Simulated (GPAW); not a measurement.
Crystal: MnO.

```
Mn O
1.0
     0.00000    2.22200    2.22200
     2.22200    0.00000    2.22200
     2.22200    2.22200    0.00000
Mn O
1 1
Direct
  0.00000 0.00000 0.00000
  0.50000 0.50000 0.50000
```

Base run:

- Program: GPAW 26.7.0
- Functional: LDA
- Potentials or basis: the program's PAW data sets (release 1.2.1) made for this functional
- Cutoff: 600 eV
- Basis: pw
- k mesh: 7 × 7 × 7
- Occupations: gaussian, width 0.05 eV
- Spin: collinear spin, ferromagnetic start
- Starting moments: [5.0, 0.0] μB
- Hubbard terms: Mn d U = 6 eV

Its results: band gap on the k mesh 0.77 eV, indirect (least direct gap 2.72 eV); pressure -5.5 GPa; net moment 5.00 μB per cell; site moments Mn +4.55; O +0.11 μB.

Q: The run is repeated on the same cell with these changes: hubbard terms from Mn d U = 6 eV to Mn d U = 1 eV; start of the occupation matrix from random to atoms. What comes out?

A: Band gap on the k mesh none (metal or under the smearing width); pressure -12.4 GPa; net moment 4.86 μB per cell; site moments Mn +4.31; O +0.17 μB.

Caveats: the cutoff is short for stress and forces, so pressures can be off by a GPa or more; a cell with one magnetic atom can't hold antiferromagnetic order, which such compounds often take; the occupation matrix was held by a function in the script for the first cycles and then freed (some runs); the end state hangs on it (some runs); an odd mesh through Γ misses points on the zone boundary, where band edges often lie (some runs).
